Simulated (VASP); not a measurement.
# TaS2 in VASP: further runs

Runs on TaS2. Level: PBEsol. Tasks: single point.

Everything below comes from runs of VASP 6.6.1. Logs are shortened: lines on timing, memory, paths and dates and some standing lists are left out, and cuts for length are marked.

## Step 1: The structure

The cell holds a slab with vacuum, 3 atoms: a = 3.350 Å, b = 3.350 Å, c = 8.930 Å, α = 90.00°, β = 90.00°, γ = 120.00°.

## Step 2: Single point, PBEsol

INCAR

```
PREC = Accurate ; ENCUT = 460
EDIFF = 1E-7 ; ISMEAR = 1
SIGMA = 0.1 ; LREAL = False
LASPH = True ; NELM = 120
ALGO = Normal ; ISIF = 2
LWAVE = False ; LCHARG = False
GGA = PS ; NBANDS = 22
LVHAR = True ; LVACPOTAV = True
IDIPOL = 3
```

KPOINTS

```
regular mesh
0
Gamma
  14 14 1
```

POSCAR

```
TaS2
1.0
    3.3500000000      0.0000000000      0.0000000000
   -1.6750000000      2.9011851000      0.0000000000
    0.0000000000      0.0000000000      8.9300000000
S Ta
2 1
Direct
    0.6666666667      0.3333333333      0.3359462486
    0.3333333333      0.6666666667      0.6640537514
    0.0000000000      0.0000000000      0.5000000000
```

Potentials or basis: VASP PAW PBE potentials, release 64 (S, Ta_pv).

Started as:

```
$ cat potpaw_PBE.64/S/POTCAR potpaw_PBE.64/Ta_pv/POTCAR > POTCAR
$ mpirun -np 1 vasp_std > vasp.out
```

OUTCAR:

```text
PREC = Accurate
   ENCUT = 460
   EDIFF = 1E-7
   ISMEAR = 1
   LREAL = False
   LASPH = True
   NELM = 120
   ISIF = 2
   GGA = PS

 Found     24 irreducible k-points:

 Following reciprocal coordinates:
            Coordinates               Weight
  0.000000  0.000000  0.000000      1.000000
  0.071429 -0.000000  0.000000      6.000000
  0.142857  0.000000  0.000000      6.000000
  0.214286 -0.000000  0.000000      6.000000
  0.285714 -0.000000  0.000000      6.000000
  0.357143 -0.000000  0.000000      6.000000
   k-points           NKPTS =     24   k-points in BZ     NKDIM =     24   number of bands    NBANDS=     22
   number of dos      NEDOS =    301   number of ions     NIONS =      3
   total plane-waves  NPLWV =  36864
   dimension x,y,z NGX =    24 NGY =   24 NGZ =   64
   dimension x,y,z NGXF=    48 NGYF=   48 NGZF=  128
   ions per type =               2   1
   NGX,Y,Z   is equivalent  to a cutoff of  11.91, 11.91, 11.91 a.u.
   NGXF,Y,Z  is equivalent  to a cutoff of  23.82, 23.82, 23.83 a.u.
 SYSTEM =  unknown system
   PREC   = accura    normal or accurate (medium, high low for compatibility)
   ISTART =      0    job   : 0-new  1-cont  2-samecut
   ICHARG =      2    charge: 1-file 2-atom 10-const
   ISPIN  =      1    spin polarized calculation?
   LNONCOLLINEAR =      F non collinear calculations
   LSORBIT =      F    spin-orbit coupling
   LASPH  =      T    aspherical Exc in radial PAW
   ENCUT  =  460.0 eV  33.81 Ry    5.81 a.u.   5.86  5.86 15.62*2*pi/ulx,y,z
   NELM   =    120;   NELMIN=  2; NELMDL= -5     # of ELM steps
   EDIFF  = 0.1E-06   stopping-criterion for ELM
   LREAL  =      F    real-space projection
   EDIFFG = 0.1E-05   stopping-criterion for IOM
   NSW    =      0    number of steps for IOM
   IBRION =     -1    ionic relax: 0-MD 1-quasi-New 2-CG
   NFREE  =      0    steps in history (QN), initial steepest desc. (CG)
   ISIF   =      2    stress and relaxation
   ISYM   =      2    0-nonsym 1-usesym 2-fastsym
   POTIM  = 0.5000    time-step for ionic-motion
   TEBEG  =    0.0;   TEEND  =   0.0 temperature during run
   PSTRESS=    0.0 pullay stress
   NELECT =      23.0000    total number of electrons
   NUPDOWN=      -1.0000    fix difference up-down
   EMIN   =  10.00;   EMAX   =-10.00  energy-range for DOS
   EFERMI =   0.00;   METHOD = LEGACY
   ISMEAR =     1;   SIGMA  =   0.10  broadening in eV -4-tet -1-fermi 0-gaus
   EFERMI_NEDOS =   21; number of points for ismear=-14 and -15
   IALGO  =     38    algorithm
   IMIX   =      4    mixing-type and parameters
     AMIX     =   0.40;   BMIX     =  1.00
     AMIX_MAG =   1.60;   BMIX_MAG =  1.00
  volume/ion in A,a.u.               =      28.93       195.23
  Fermi-wavevector in a.u.,A,eV,Ry     =   1.051543  1.987127 15.044531  1.105742
  Thomas-Fermi vector in A             =   2.186590
   LORBIT       =      0    0 simple, 1 ext, 2 COOP (PROOUT), +10 PAW based schemes
   GGA     = PS    functional components
   LHFCALC =     F    Hartree Fock is set to
   AEXX    =    0.0000 exact exchange contribution
   IVDW    =     0    specifies the selected vdW correction
   LEPSILON=     F    determine dielectric tensor
   LRPA    =     F    only Hartree local field effects (RPA)
 non-spin polarized calculation
 Methfessel and Paxton  Order N= 1 SIGMA  =   0.10
  energy-cutoff  :      460.00
  volume of cell :       86.79
 maximum number of plane-waves:      1968
 NGX is ok and might be reduce to    24
   NGX = 11   NGY = 11   NGZ = 31

 number of electron      22.9999996 magnetization

 Free energy of the ion-electron system (eV)
  ---------------------------------------------------
  ext. energy  EPLUGINS =         0.00000000
  ---------------------------------------------------
  free energy    TOTEN  =       -24.43975112 eV

  energy without entropy =      -24.43845553  energy(sigma->0) =      -24.43931925

 E-fermi :   1.9691     XC(G=0):  -7.7194

 val. band max:        1.9422625966   @ k =   0.3571   0.1429   0.0000
 cond. band min:       2.0236379694   @ k =   0.1429   0.0714   0.0000
 fundamental gap:      0.0813753728
 Fermi energy:         1.9691324348

 k-point     1 :       0.0000    0.0000    0.0000
  band No.  band energies     occupation
      1     -33.2751      2.00000
      2     -33.2534      2.00000
      3     -33.2534      2.00000
      4     -13.0405      2.00000
      5     -11.3045      2.00000
      6      -4.4421      2.00000
      7      -2.3030      2.00000
      8      -2.3030      2.00000
      9      -0.6116      2.00000
     10       1.1373      2.00000
     11       1.1373      2.00000
     12       1.9260      1.65968
     13       1.9260      1.65968
     14       2.4878     -0.00000
     15       6.2184      0.00000
     16       6.2870      0.00000
     17       6.2870      0.00000
     18       7.2248      0.00000
     19       9.0649      0.00000
     20      10.0789      0.00000
     21      11.1201      0.00000
     22      11.1201      0.00000

 k-point     2 :       0.0714   -0.0000    0.0000
  band No.  band energies     occupation
      1     -33.2722      2.00000
      2     -33.2689      2.00000
      3     -33.2570      2.00000
      4     -12.9587      2.00000
      5     -11.3014      2.00000
      6      -4.3502      2.00000
      7      -2.5268      2.00000
      8      -2.2585      2.00000
      9      -0.4055      2.00000
     10       0.4633      2.00000
     11       0.7656      2.00000
     12       2.0579     -0.01837
     13       2.3270     -0.00001
     14       2.6906     -0.00000
     15       5.9611      0.00000
     16       6.2432      0.00000
     17       6.4061      0.00000
     18       7.6637      0.00000
     19       9.2298      0.00000
     20      10.2256      0.00000
     21      10.9842      0.00000
     22      11.3735      0.00000

 k-point     3 :       0.1429    0.0000    0.0000
  band No.  band energies     occupation
      1     -33.3122      2.00000
      2     -33.2668      2.00000
      3     -33.2638      2.00000
      4     -12.7234      2.00000
      5     -11.2921      2.00000
      6      -4.0884      2.00000
      7      -2.9371      2.00000
      8      -2.1478      2.00000
      9      -0.6713      2.00000
     10      -0.0821      2.00000
     11       0.2557      2.00000
     12       1.9138      1.79606
     13       2.9142     -0.00000
     14       3.1145     -0.00000
     15       5.5453      0.00000
     16       6.1845      0.00000
     17       6.8422      0.00000
     18       8.5007      0.00000
     19       9.6391      0.00000
     20      10.1140      0.00000
     21      11.2055      0.00000
     22      12.0585      0.00000

 k-point     4 :       0.2143   -0.0000    0.0000
  band No.  band energies     occupation
      1     -33.3740      2.00000
      2     -33.2810      2.00000
      3     -33.2517      2.00000
      4     -12.3667      2.00000
      5     -11.2740      2.00000
      6      -3.7479      2.00000
      7      -3.2340      2.00000
      8      -2.0397      2.00000
      9      -1.8226      2.00000
     10      -0.1123      2.00000
     11       0.0056      2.00000
     12       1.6001      2.00000
     13       3.4023     -0.00000
     14       3.5261     -0.00000
     15       5.5150      0.00000
     16       6.2327      0.00000
     17       7.3613      0.00000
     18       9.0187      0.00000
     19       9.6390      0.00000
     20      10.0611      0.00000
     21      12.0190      0.00000
     22      12.5105      0.00000

 k-point     5 :       0.2857   -0.0000    0.0000
  band No.  band energies     occupation
      1     -33.4416      2.00000
      2     -33.2966      2.00000
      3     -33.2382      2.00000
      4     -11.9566      2.00000
      5     -11.2271      2.00000
      6      -3.7865      2.00000
      7      -3.1054      2.00000
      8      -2.6837      2.00000
      9      -2.0195      2.00000
     10      -0.2643      2.00000
     11      -0.2457      2.00000
     12       1.2746      2.00000
     13       3.7595     -0.00000
     14       3.9245     -0.00000
     15       5.9846      0.00000
     16       6.4122      0.00000
     17       7.9207      0.00000
     18       8.4885      0.00000
     19       8.9613      0.00000
     20      10.7931      0.00000
     21      12.5246      0.00000
     22      12.9958      0.00000

 k-point     6 :       0.3571   -0.0000    0.0000
  band No.  band energies     occupation
      1     -33.5017      2.00000
      2     -33.3107      2.00000
      3     -33.2261      2.00000
      4     -11.6402      2.00000
      5     -11.0754      2.00000
      6      -4.2977      2.00000
      7      -3.2599      2.00000
      8      -2.4677      2.00000
      9      -2.0918      2.00000
     10      -0.6832      2.00000
     11      -0.2434      2.00000
     12       1.0645      2.00000
     13       4.0420      0.00000
     14       4.3375      0.00000
     15       6.6317      0.00000
     16       6.7040      0.00000
     17       7.7417      0.00000
     18       8.1338      0.00000
     19       8.6597      0.00000
     20      10.7809      0.00000
     21      12.0648      0.00000
     22      12.5541      0.00000

 [... further k-points ...]

------------------------ aborting loop because EDIFF is reached ----------------------------------------

 dipolmoment           0.000000      0.000000      0.000000 electrons x Angstroem

  FORCE on cell =-STRESS in cart. coord.  units (eV):
  Direction    XX          YY          ZZ          XY          YZ          ZX
  --------------------------------------------------------------------------------------
  -------------------------------------------------------------------------------------
  Total        1.0248184      1.0248184      2.9656513      0.0000000      0.0000000     -0.0000000
  in kB       18.9184612     18.9184612     54.7468283      0.0000000      0.0000000     -0.0000000
  external PRESSURE =      30.8612502 kB  Pullay stress =       0.0000000 kB

 VOLUME and BASIS-vectors are now :
 -----------------------------------------------------------------------------
  energy-cutoff  :      460.00
  volume of cell :       86.79
      direct lattice vectors                 reciprocal lattice vectors
     3.350000000  0.000000000  0.000000000     0.298507463  0.172343364  0.000000000
    -1.675000000  2.901185100  0.000000000     0.000000000  0.344686728  0.000000000
     0.000000000  0.000000000  8.930000000     0.000000000  0.000000000  0.111982083

 POSITION                                       TOTAL-FORCE (eV/Angst)
 -----------------------------------------------------------------------------------
      1.67500      0.96706      3.00000         0.000000     -0.000000     -0.991446
     -0.00000      1.93412      5.93000        -0.000000      0.000000      0.991446
      0.00000      0.00000      4.46500        -0.000000     -0.000000      0.000000
 -----------------------------------------------------------------------------------
    total drift:                                0.000000      0.000000     -0.000000

  FREE ENERGIE OF THE ION-ELECTRON SYSTEM (eV)
  ---------------------------------------------------
  free  energy   TOTEN  =       -24.4397511155 eV

  energy  without entropy=      -24.4384555266  energy(sigma->0) =      -24.43931925
```

It took 15 s on 1 thread of Intel Xeon 6975P-C (Granite Rapids), shared host; peak memory 0.19 GiB.

The run converged, but some of its settings lie outside the range that counts as converged, so its numbers aren't taken as properties of the slab.

What came out:

- Free energy: -24.4398 eV
- Largest force: 0.991 eV/Å
- Band gap on the k mesh: none (metal or under the smearing width)

Caveat: the PAW data sets were made with another functional, which shifts forces and pressure a little.

## Step 3: Single point, PBEsol

This run uses another cell than the first one, of 48.37 Å³/atom, 1.672 times its volume.

INCAR

```
PREC = Accurate ; ENCUT = 340
EDIFF = 1E-7 ; ISMEAR = 1
SIGMA = 0.1 ; LREAL = False
LASPH = True ; NELM = 120
ALGO = Normal ; ISIF = 2
LWAVE = False ; LCHARG = False
LDIPOL = True ; IDIPOL = 3
DIPOL = 0.5 0.5 0.500 ; GGA = PS
NBANDS = 22 ; LVHAR = True
LVACPOTAV = True
```

KPOINTS is that of step 2.

POSCAR

```
TaS2
1.0
    3.3500000000      0.0000000000      0.0000000000
   -1.6750000000      2.9011851000      0.0000000000
    0.0000000000      0.0000000000     14.9300000000
S Ta
2 1
Direct
    0.6666666667      0.3333333333      0.4018754186
    0.3333333333      0.6666666667      0.5981245814
    0.0000000000      0.0000000000      0.5000000000
```

Potentials or basis: VASP PAW PBE potentials, release 64 (S, Ta_pv).

Started as:

```
$ cat potpaw_PBE.64/S/POTCAR potpaw_PBE.64/Ta_pv/POTCAR > POTCAR
$ mpirun -np 1 vasp_std > vasp.out
```

It took 32 s on 1 thread of Intel Xeon 6975P-C (Granite Rapids), shared host; peak memory 0.18 GiB.

These settings aren't checked as converged: the numbers below hold their error.

What came out:

- Free energy: -24.4432 eV
- Largest force: 1.000 eV/Å
- Band gap on the k mesh: none (metal or under the smearing width)
- Work function of the upper face: 5.03 eV
- Work function of the lower face: 5.03 eV

Caveat: the PAW data sets were made with another functional, which shifts forces and pressure a little.

## Step 4: Single point, PBEsol

This run uses another cell than the first one, of 58.09 Å³/atom, 2.008 times its volume.

INCAR: that of step 3 with these lines changed.

```diff
@@ -1,2 +1,2 @@
-PREC = Accurate ; ENCUT = 340
+PREC = Accurate ; ENCUT = 460
 EDIFF = 1E-7 ; ISMEAR = 1
```

KPOINTS

```
regular mesh
0
Gamma
  11 11 1
```

POSCAR

```
TaS2
1.0
    3.3500000000      0.0000000000      0.0000000000
   -1.6750000000      2.9011851000      0.0000000000
    0.0000000000      0.0000000000     17.9300000000
S Ta
2 1
Direct
    0.6666666667      0.3333333333      0.4182933631
    0.3333333333      0.6666666667      0.5817066369
    0.0000000000      0.0000000000      0.5000000000
```

Started as:

```
$ cat potpaw_PBE.64/S/POTCAR potpaw_PBE.64/Ta_pv/POTCAR > POTCAR
$ mpirun -np 1 vasp_std > vasp.out
```

It took 49 s on 1 thread of Intel Xeon 6975P-C (Granite Rapids), shared host; peak memory 0.25 GiB.

These settings aren't checked as converged: the numbers below hold their error.

Results:

| Item | Value |
| --- | --- |
| Free energy | -24.4616 eV |
| Largest force | 0.990 eV/Å |
| Band gap on the k mesh | none (metal or under the smearing width) |
| Work function of the upper face | 5.06 eV |
| Work function of the lower face | 5.06 eV |

Caveat: the PAW data sets were made with another functional, which shifts forces and pressure a little.

## Step 5: Single point, PBEsol

This run uses another cell than the first one, of 41.89 Å³/atom, 1.448 times its volume.

INCAR

```
PREC = Accurate ; ENCUT = 460
EDIFF = 1E-7 ; ISMEAR = 1
SIGMA = 0.1 ; LREAL = False
LASPH = True ; NELM = 120
ALGO = Normal ; ISIF = 2
LWAVE = False ; LCHARG = False
GGA = PS ; NBANDS = 22
LVHAR = True ; LVACPOTAV = True
IDIPOL = 3
```

KPOINTS

```
regular mesh
0
Gamma
  14 14 1
```

POSCAR

```
TaS2
1.0
    3.3500000000      0.0000000000      0.0000000000
   -1.6750000000      2.9011851000      0.0000000000
    0.0000000000      0.0000000000     12.9300000000
S Ta
2 1
Direct
    0.6666666667      0.3333333333      0.3866976025
    0.3333333333      0.6666666667      0.6133023975
    0.0000000000      0.0000000000      0.5000000000
```

Started as:

```
$ cat potpaw_PBE.64/S/POTCAR potpaw_PBE.64/Ta_pv/POTCAR > POTCAR
$ mpirun -np 1 vasp_std > vasp.out
```

It took 44 s on 1 thread of Intel Xeon 6975P-C (Granite Rapids), shared host; peak memory 0.23 GiB.

These settings aren't checked as converged: the numbers below hold their error.

Results:

```yaml
Free_energy: -24.4478 eV
Largest_force: 0.995 eV/Å
Band_gap_on_the_k_mesh: none (metal or under the smearing width)
```

Caveat: the PAW data sets were made with another functional, which shifts forces and pressure a little.
